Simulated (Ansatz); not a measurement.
# ZnO (zincite): gaps at several levels of theory

The task here is to estimate one member of a computed series from the others.

Method: DFT PBEsol, scalar-relativistic, plane waves, PAW, in Ansatz 0.2.0.

That is the level of the relaxation; later steps name their own.

1 further run of the same task is left out (set aside as unsound or not needed).

### The structure to begin with

The structure is hexagonal, space group P6_3mc (No. 186). The conventional cell has a = 3.230 Å, b = 3.230 Å, c = 5.214 Å, α = 90.00°, β = 90.00°, γ = 120.00°. Zn (site symmetry 3m) is surrounded by 4 O at 1.97 to 1.98 Å. O (site symmetry 3m) is surrounded by 4 Zn at 1.97 to 1.98 Å.

Coordinates:

```xyz
4
Lattice="3.2301 0.0000 0.0000 -1.6150 2.7973 0.0000 0.0000 0.0000 5.2141" Properties=species:S:1:pos:R:3 pbc="T T T"
Zn    0.0000    1.8649    2.6072
Zn    1.6150    0.9324    0.0002
O     1.6150    0.9324    1.9760
O     0.0000    1.8649    4.5831
```

It is the result of an earlier relaxation at this level (volume 11.78 Å³/atom; gap on the mesh: 0.70 eV).

Set-up of the first run:

Input file input.yaml:

```yaml
crystal:
  lattice:
    - [3.2300572067, 0.0, 0.0]
    - [-1.6150286033, 2.7973115966, 0.0]
    - [0.0, 0.0, 5.2141142653]
  atoms:
    - { symbol: Zn, position: [0.3333333333, 0.6666666667, 0.5000326392] }
    - { symbol: Zn, position: [0.6666666667, 0.3333333333, 3.26392e-05] }
    - { symbol: O, position: [0.6666666667, 0.3333333333, 0.3789773608] }
    - { symbol: O, position: [0.3333333333, 0.6666666667, 0.8789773608] }
basis:
  ecutwfc: 420
kpoints:
  mp_grid: { grid: [9, 9, 6] }
  band_path: { path: [VBM, CBM], npoints: 2 }
hamiltonian:
  xc: pbesol
scf:
  occupations: { method: gaussian, width: 0.02 }
output:
  forces: true
  stress: true
  eigenvalues: true
```

The run is started by

```sh
$ ansatz run input.yaml --threads 2 --pin off --max-ram 5120MiB --backend cpu --events-out ev --progress --plain --runs-dir out
```

Steps of the session up to this table: Band edges over the whole zone; Levels with PBEsol, 250 eV and coarse mesh; The run at LDA; The run at PBE0; Levels with Hartree-Fock.

One of the session's tables, all rows but one given; the rest of the session is left out.

| level | gap (eV) | least direct gap (eV) |
| --- | --- | --- |
| PBEsol, 250 eV and coarse mesh | 0.55 | 0.55 |
| LDA | ? | ? |
| PBE0 | 3.22 | 3.22 |
| Hartree-Fock | 11.34 | 11.34 |

Estimate the missing values for LDA.

**Answer.** gap (eV): 0.74; least direct gap (eV): 0.74. In the column «gap (eV)» it lies between PBEsol, 250 eV and coarse mesh (0.55) and PBE0 (3.22).

Gaps are by band count over the mesh and the named points; a gap of 0 means that the bands overlap or touch.

Caveats from the session: Warnings in the runs' records: cutoff below recommended.
